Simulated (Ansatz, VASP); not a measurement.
# As: VASP beside Ansatz

```xyz
2
Lattice="1.8808 1.0859 3.5141 -1.8808 1.0859 3.5141 0.0000 -2.1718 3.5141" Properties=species:S:1:pos:R:3 pbc="T T T"
As    0.0000    0.0000    2.3825
As    0.0000    0.0000    8.1597
```

Alike in both runs: task single point; functional PBE; k mesh 9 × 9 × 9; occupations gaussian, width 0.027 eV; no spin polarisation.

|  | VASP | Ansatz |
| --- | --- | --- |
| version | VASP 6.6.1 | Ansatz 0.2.0 |
| potentials or method | VASP PAW PBE potentials, release 64 (As) | Ansatz PAW |
| plane-wave cutoff (eV) | 520 | 420 |
| valence electrons in the cell | 10 | 30 |

```csv
,VASP,Ansatz,Ansatz less VASP
gap on the k mesh at the Fermi level (eV),none,none,-
pressure (GPa),4.1,3.7,-0.33
largest component of the traceless stress (GPa),0.40,0.30,-0.099
rms of the force components (eV/Å),0.284,0.249,-0.0352
```

Atom by atom the forces differ by 0.035 eV/Å (rms over components). A gap of «none» marks a metal or a gap that the smearing closes. The two sets of potentials don't hold the same shells in valence.
